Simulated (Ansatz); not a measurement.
# CoSi: the order of phases at one pressure

Aim: bring CoSi in several structures (rocksalt, CsCl, zincblende, NiAs) to one pressure and rank them by enthalpy. The pressure is set by scaling the first phase. The runs shown use LAPW. Companion runs by PAW are cited.

Computed with Ansatz 0.2.0 (DFT, PBE, all-electron LAPW, scalar-relativistic, unless a step's input says otherwise).

**1. The system as given**

Symmetry: Fm-3m, No. 225, cubic system. Conventional cell: a = 4.544 Å, b = 4.544 Å, c = 4.544 Å, α = 90.00°, β = 90.00°, γ = 90.00°. Co (site symmetry m-3m) has 6 Si at 2.27 Å as nearest neighbours. Si (site symmetry m-3m) is surrounded by 6 Co at 2.27 Å.

As a file:

```
CELL_PARAMETERS angstrom
0.00000 2.27189 2.27189
2.27189 0.00000 2.27189
2.27189 2.27189 0.00000
ATOMIC_POSITIONS crystal
Co 0.00000 0.00000 0.00000
Si 0.50000 0.50000 0.50000
```

Atoms are numbered in the order of the input: Co1, Si2.

**2. Rocksalt at the PAW cell, LAPW**

Contents of input.yaml:

```yaml
crystal:
  lattice:
    - [0.0, 2.2718857648, 2.2718857648]
    - [2.2718857648, 0.0, 2.2718857648]
    - [2.2718857648, 2.2718857648, 0.0]
  atoms:
    - { symbol: Co, position: [0.0, 0.0, 0.0], spin: 1.7 }
    - { symbol: Si, position: [0.5, 0.5, 0.5] }
magnetization:
  spin_polarized: true
kpoints:
  mp_grid: { grid: [15, 15, 15] }
scf:
  occupations: { method: fermi_dirac, width: 0.1 }
hamiltonian:
  xc: pbe
  pseudopotentials: { kind: all_electron, lapw: { basis_error: 0.0005 } }
output:
  forces: true
  stress: true
  eigenvalues: true
  populations: true
```

Run with:

```sh
ansatz run input.yaml --threads 2 --pin off --max-ram 7168MiB --backend cpu --events-out ev --progress --plain --runs-dir out
```

Log (excerpt; [...] marks lines left out):

```text
Co: projections on atomic orbitals take those of the free atom 1s2 2s2 2p6 3s2 3p6 3d7 4s2, of charge +0.00 (hamiltonian.pseudopotentials.projection_atoms)
Si: projections on atomic orbitals take those of the free atom 1s2 2s2 2p6 3s2 3p2, of charge +0.00 (hamiltonian.pseudopotentials.projection_atoms)
LAPW: plane waves up to 9.473 Å⁻¹, error target 5.0e-4 eV per atom; small_component_spin mean_spin; Si in spheres of 1.043 Å, 12 of its electrons in bands, Dirac shells []; Co in spheres of 1.229 Å, 17 of its electrons in bands, Dirac shells []
[...]
Pseudopotentials: kind: all_electron
Pseudopotential: Co, LAPW, valence charge 17, Koelling and Harmon's equation, gaussian nucleus
Pseudopotential: Si, LAPW, valence charge 12, Koelling and Harmon's equation, gaussian nucleus
Functional definition: PBE
[...]
Crystal: 2 atoms, lattice volume = 23.453 Å³
Basis set: ecut = 341.9297981744932 eV, 331 PW (Γ), exchange–correlation at level 2
Bands: 20, of which v1, the nominal top of the filled ones, is band 15 counted from 1 (14 counted from 0)
Symmetry: 48 space group operations
Space group: Fm-3m (ITA 225), of the structure as read, at distance tolerance 2.9e-5 Å
Magnetic group: BNS 225.116 (UNI 1618), of the structure as read, at distance tolerance 2.9e-5 Å
k-points: 120 of 3375
[...]
Starting moments: Σ|m| = 1.7 μB on 1 of 2 sites
[...]
SCF iter   1: F=—  HF=-45809.797975 eV  |F-HF|=—  |Δ(HF+E_count)|=         —  Δρ=6.08e-2 (↑3.52e-2 ↓6.08e-2)  dr2=4.25e-1  dr2_m=4.54e-1  M=0.328 μB ∫|m|=0.391 μB  β_m=0.30  ethr=1.47e-3  ⟨swp⟩=2.0  Hψ=31590  notcnv=0
[...]
WARN: the starting moments were not kept: the SCF closed with an absolute magnetisation of 9.0e-7 μB, where they sum to 1.7 μB in size (1 site). That is at most 0.1 of that sum. Measured as dr2_m measures the in/out step, that magnetisation stands 1.0e-13 eV from none, at or under the [...]
the search or the solves at the SCF's close seem to have found levels that the self-consistency loop had missed (the run counts 1). By its estimate they hold under 1e-12 electrons; where the run keeps them, the occupations were computed again with them
SCF converged after 12 iterations
Magnetization: 0.0000 μB (14.5000 up, 14.5000 down)
Absolute magnetization: 0.0000 μB (∫|ρ↑−ρ↓|)
Spin contamination: 0.0000 ħ² per cell (⟨S²⟩ above its minimum at these occupations)
Per-site moments (μB) at R_I (Å): [(5.738315671521832e-7, 1.2287881812851495), (-7.798071077758095e-8, 1.0430975496611143)]
Free energy (F): -45809.582883 eV
[...]
E sigma→0 (E₀):  -45809.560102 eV
Entropy (-TS):   -0.045563 eV (-22.782 meV/atom)
Fermi energy:    16.404863 eV
[...]
--- Forces (eV/Å), atoms counted from 1 ---
  atom   1  Co    -0.00000000    -0.00000000     0.00000000
  atom   2  Si     0.00000000    -0.00000000     0.00000000
[...]
--- Stress (GPa, compression-positive) ---
       15.022123      -0.000000       0.000000
       -0.000000      15.022123       0.000000
        0.000000       0.000000      15.022123
  P = ⅓ Tr σ = 15.0221 GPa (150.221 kbar)
--- Band table (eV; the first three rows and the last of 240) ---
[... band rows left out ...]
[...]
--- Löwdin populations: 2 sites ---
  site symbol       q [e]    m [muB]
     0     Co     26.6262     0.0000
     1     Si     14.1921    -0.0000
  spilling = 0.004433 (of n_electrons = 41.000000)
```

Wall time 29 s (2 threads of Arm Neoverse V1, shared host); peak memory 0.69 GiB.

Result: pressure 15.02 GPa; no gap; the start moments died away.

**3. CsCl at the PAW cell, LAPW**

Changes to input.yaml since step 2:

```diff
@@ -2,5 +2,5 @@
   lattice:
-    - [0.0, 2.2718857648, 2.2718857648]
-    - [2.2718857648, 0.0, 2.2718857648]
-    - [2.2718857648, 2.2718857648, 0.0]
+    - [2.7264767271, 0.0, 0.0]
+    - [0.0, 2.7264767271, 0.0]
+    - [0.0, 0.0, 2.7264767271]
   atoms:
@@ -11,3 +11,3 @@
 kpoints:
-  mp_grid: { grid: [15, 15, 15] }
+  mp_grid: { grid: [14, 14, 14] }
 scf:
```

Run with:

```sh
ansatz run input.yaml --threads 2 --pin off --max-ram 7168MiB --backend cpu --events-out ev --progress --plain --runs-dir out
```

Log (excerpt; [...] marks lines left out):

```text
Co: projections on atomic orbitals take those of the free atom 1s2 2s2 2p6 3s2 3p6 3d7 4s2, of charge +0.00 (hamiltonian.pseudopotentials.projection_atoms)
Si: projections on atomic orbitals take those of the free atom 1s2 2s2 2p6 3s2 3p2, of charge +0.00 (hamiltonian.pseudopotentials.projection_atoms)
LAPW: plane waves up to 9.028 Å⁻¹, error target 5.0e-4 eV per atom; small_component_spin mean_spin; Si in spheres of 1.080 Å, 12 of its electrons in bands, Dirac shells []; Co in spheres of 1.281 Å, 17 of its electrons in bands, Dirac shells []
[...]
[... 4 set-up lines as earlier in the session ...]
[...]
Crystal: 2 atoms, lattice volume = 20.268 Å³
[...]
Spin contamination: 0.0091 ħ² per cell (⟨S²⟩ above its minimum at these occupations)
Per-site moments (μB) at R_I (Å): [(0.47915502492410234, 1.2808629021709135), (0.006913267515860966, 1.0803351711401454)]
Free energy (F): -45810.617119 eV
[...]
E sigma→0 (E₀):  -45810.591750 eV
Entropy (-TS):   -0.050737 eV (-25.369 meV/atom)
Fermi energy:    20.173392 eV
[...]
--- Forces (eV/Å), atoms counted from 1 ---
  atom   1  Co    -0.00000000    -0.00000000    -0.00000000
  atom   2  Si     0.00000000    -0.00000000     0.00000000
[...]
--- Stress (GPa, compression-positive) ---
       15.101953       0.000000       0.000000
        0.000000      15.101953       0.000000
        0.000000       0.000000      15.101953
  P = ⅓ Tr σ = 15.1020 GPa (151.020 kbar)
--- Band table (eV; the first three rows and the last of 240) ---
[... band rows left out ...]
[...]
--- Löwdin populations: 2 sites ---
  site symbol       q [e]    m [muB]
     0     Co     26.6151     0.4571
     1     Si     14.0964     0.0382
  spilling = 0.007037 (of n_electrons = 41.000000)
```

It took 25 s on 2 threads of Arm Neoverse V1, shared host; peak memory 0.65 GiB.

This run gives: pressure 15.10 GPa; no gap; spin moments Co1 0.48, Si2 0.01 μB.

**4. Zincblende at the PAW cell, LAPW**

Contents of input.yaml:

```yaml
crystal:
  lattice:
    - [0.0, 2.4527010289, 2.4527010289]
    - [2.4527010289, 0.0, 2.4527010289]
    - [2.4527010289, 2.4527010289, 0.0]
  atoms:
    - { symbol: Co, position: [0.0, 0.0, 0.0], spin: 1.7 }
    - { symbol: Si, position: [0.25, 0.25, 0.25] }
magnetization:
  spin_polarized: true
kpoints:
  mp_grid: { grid: [13, 13, 13] }
scf:
  occupations: { method: fermi_dirac, width: 0.1 }
hamiltonian:
  xc: pbe
  pseudopotentials: { kind: all_electron, lapw: { basis_error: 0.0005 } }
output:
  forces: true
  stress: true
  eigenvalues: true
  populations: true
```

Run with:

```sh
ansatz run input.yaml --threads 2 --pin off --max-ram 7168MiB --backend cpu --events-out ev --progress --plain --runs-dir out
```

Log (excerpt; [...] marks lines left out):

```text
Co: projections on atomic orbitals take those of the free atom 1s2 2s2 2p6 3s2 3p6 3d7 4s2, of charge +0.00 (hamiltonian.pseudopotentials.projection_atoms)
Si: projections on atomic orbitals take those of the free atom 1s2 2s2 2p6 3s2 3p2, of charge +0.00 (hamiltonian.pseudopotentials.projection_atoms)
LAPW: plane waves up to 10.285 Å⁻¹, error target 5.0e-4 eV per atom; small_component_spin mean_spin; Si in spheres of 0.980 Å, 12 of its electrons in bands, Dirac shells []; Co in spheres of 1.144 Å, 17 of its electrons in bands, Dirac shells []
[...]
[... 4 set-up lines as earlier in the session ...]
[...]
Crystal: 2 atoms, lattice volume = 29.510 Å³
Basis set: ecut = 403.04734747527095 eV, 537 PW (Γ), exchange–correlation at level 2
[...]
WARN: the starting moments were not kept: the SCF closed with an absolute magnetisation of 2.7e-7 μB, where they sum to 1.7 μB in size (1 site). That is at most 0.1 of that sum. Measured as dr2_m measures the in/out step, that magnetisation stands 5.1e-15 eV from none, at or under the [...]
Per-site moments (μB) at R_I (Å): [(7.808274737897136e-8, 1.1438309246995708), (-4.026487054886729e-8, 0.9802704425644827)]
Free energy (F): -45808.967136 eV
[...]
E sigma→0 (E₀):  -45808.951801 eV
Entropy (-TS):   -0.030670 eV (-15.335 meV/atom)
Fermi energy:    11.597796 eV
[...]
--- Forces (eV/Å), atoms counted from 1 ---
  atom   1  Co     0.00000000    -0.00000000     0.00000000
  atom   2  Si    -0.00000000     0.00000000    -0.00000000
[...]
--- Stress (GPa, compression-positive) ---
       15.002465       0.000000       0.000000
        0.000000      15.002465      -0.000000
        0.000000      -0.000000      15.002465
  P = ⅓ Tr σ = 15.0025 GPa (150.025 kbar)
--- Band table (eV; the first three rows and the last of 168) ---
  k-point 0 ↑: bands = ["-121.5835", "-82.7908", "-77.6190", "-77.6190", "-77.6190", "-46.1298", "-46.1298", "-46.1298", "1.0583", "8.9659", "8.9659", "8.9659", "10.3653", "10.3653", "18.8468", "18.8468", "18.8468", "19.6812", "19.6812", "19.6812"]
[...]
--- Löwdin populations: 2 sites ---
  site symbol       q [e]    m [muB]
     0     Co     26.7003     0.0000
     1     Si     14.1029    -0.0000
  spilling = 0.004800 (of n_electrons = 41.000000)
```

It took 50 s on 2 threads of Arm Neoverse V1, shared host; peak memory 0.57 GiB.

This run gives: pressure 15.00 GPa; no gap; the start moments died away.

**5. NiAs at the PAW cell, LAPW**

Contents of input.yaml:

```yaml
crystal:
  lattice:
    - [3.2850676612, 0.0, 0.0]
    - [-1.6425338306, 2.8449520478, 0.0]
    - [0.0, 0.0, 4.9510094297]
  atoms:
    - { symbol: Co, position: [0.0, 0.0, 0.0], spin: 1.7 }
    - { symbol: Co, position: [0.0, 0.0, 0.5], spin: 1.7 }
    - { symbol: Si, position: [0.3333333333, 0.6666666667, 0.25] }
    - { symbol: Si, position: [0.6666666667, 0.3333333333, 0.75] }
magnetization:
  spin_polarized: true
kpoints:
  mp_grid: { grid: [11, 11, 7] }
scf:
  occupations: { method: fermi_dirac, width: 0.1 }
hamiltonian:
  xc: pbe
  pseudopotentials: { kind: all_electron, lapw: { basis_error: 0.0005 } }
output:
  forces: true
  stress: true
  eigenvalues: true
  populations: true
```

Run with:

```sh
ansatz run input.yaml --threads 2 --pin off --max-ram 7168MiB --backend cpu --events-out ev --progress --plain --runs-dir out
```

Log (excerpt; [...] marks lines left out):

```text
Co: projections on atomic orbitals take those of the free atom 1s2 2s2 2p6 3s2 3p6 3d7 4s2, of charge +0.00 (hamiltonian.pseudopotentials.projection_atoms)
Si: projections on atomic orbitals take those of the free atom 1s2 2s2 2p6 3s2 3p2, of charge +0.00 (hamiltonian.pseudopotentials.projection_atoms)
LAPW: plane waves up to 9.510 Å⁻¹, error target 5.0e-4 eV per atom; small_component_spin mean_spin; Si in spheres of 1.040 Å, 12 of its electrons in bands, Dirac shells []; Co in spheres of 1.225 Å, 17 of its electrons in bands, Dirac shells []
[...]
[... 4 set-up lines as earlier in the session ...]
[...]
Crystal: 4 atoms, lattice volume = 46.271 Å³
Basis set: ecut = 344.5902161219939 eV, 651 PW (Γ), exchange–correlation at level 2
[...]
WARN: the starting moments were not kept: the SCF closed with an absolute magnetisation of 2.5e-7 μB, where they sum to 3.4 μB in size (2 sites). That is at most 0.1 of that sum. Measured as dr2_m measures the in/out step, that magnetisation stands 2.9e-15 eV from none, at or under the [...]
Per-site moments (μB) at R_I (Å): [(-5.551534698611249e-8, 1.2246799846907124), (-5.551534698611249e-8, 1.2246799846907124), (-1.7974120858355036e-8, 1.0401056398364261), (-1.7974120858355036e-8, 1.0401056398364261)]
Free energy (F): -91621.029173 eV
[...]
E sigma→0 (E₀):  -91620.997466 eV
Entropy (-TS):   -0.063415 eV (-15.854 meV/atom)
Fermi energy:    16.337073 eV
[...]
--- Forces (eV/Å), atoms counted from 1 ---
  atom   1  Co     0.00000000    -0.00000000    -0.00000000
  atom   2  Co    -0.00000000    -0.00000000     0.00000000
  atom   3  Si     0.00000000    -0.00000000     0.00000000
  atom   4  Si     0.00000000     0.00000000     0.00000000
[...]
--- Stress (GPa, compression-positive) ---
       15.037424       0.000000       0.000000
       -0.000000      15.037424       0.000000
        0.000000       0.000000      14.989042
  P = ⅓ Tr σ = 15.0213 GPa (150.213 kbar)
--- Band table (eV; the first three rows and the last of 128) ---
[...]
--- Löwdin populations: 4 sites ---
  site symbol       q [e]    m [muB]
     0     Co     26.6232    -0.0000
     1     Co     26.6232    -0.0000
     2     Si     14.1642    -0.0000
     3     Si     14.1642    -0.0000
  spilling = 0.005186 (of n_electrons = 82.000000)
```

Wall time 61 s (2 threads of Arm Neoverse V1, shared host); peak memory 0.9 GiB.

This run gives: pressure 15.02 GPa; no gap; the start moments died away.

**6. The series in one table**

Rows by PAW come from runs of the same series that aren't printed here.

Enthalpy per atom, H = F + pV at p = 15 GPa, from each method's lowest phase:

```
             method       start  space group, start → end  volume (Å³/atom)  pressure (GPa)  enthalpy (meV/atom)  largest moment (μB)
LAPW, at PAW's cell    rocksalt                     Fm-3m            11.726            15.0                666.2                 0.00
LAPW, at PAW's cell        CsCl                     Pm-3m            10.134            15.1                  0.0                 0.48
LAPW, at PAW's cell  zincblende                     F-43m            14.755            15.0               1257.6                 0.00
LAPW, at PAW's cell        NiAs                  P6_3/mmc            11.568            15.0                185.5                 0.00
                PAW    rocksalt             Fm-3m → Fm-3m            11.726            15.0                665.0                 0.00
                PAW        CsCl             Pm-3m → Pm-3m            10.134            15.0                  0.0                 0.46
                PAW  zincblende             F-43m → F-43m            14.755            15.0               1254.7                 0.00
                PAW        NiAs       P6_3/mmc → P6_3/mmc            11.568            15.0                183.8                 0.00
```

**7. Outcome**

```
     quantity                            value
     pressure                           15 GPa
lowest (LAPW)  CsCl, 185.5 meV/atom under NiAs
 lowest (PAW)  CsCl, 183.8 meV/atom under NiAs
```

What this shows: By LAPW the order is CsCl < NiAs < rocksalt < zincblende. By PAW the order is CsCl < NiAs < rocksalt < zincblende. The methods agree on the lowest phase. Only these structures were tried, with electrons smeared by 0.1 eV and without vibrations, so the true ground state may be another. The k meshes differ between phases and weren't tested, which can move differences by some meV. The magnetic state is the one reached from the start moments in this cell; it needn't be the ground state.
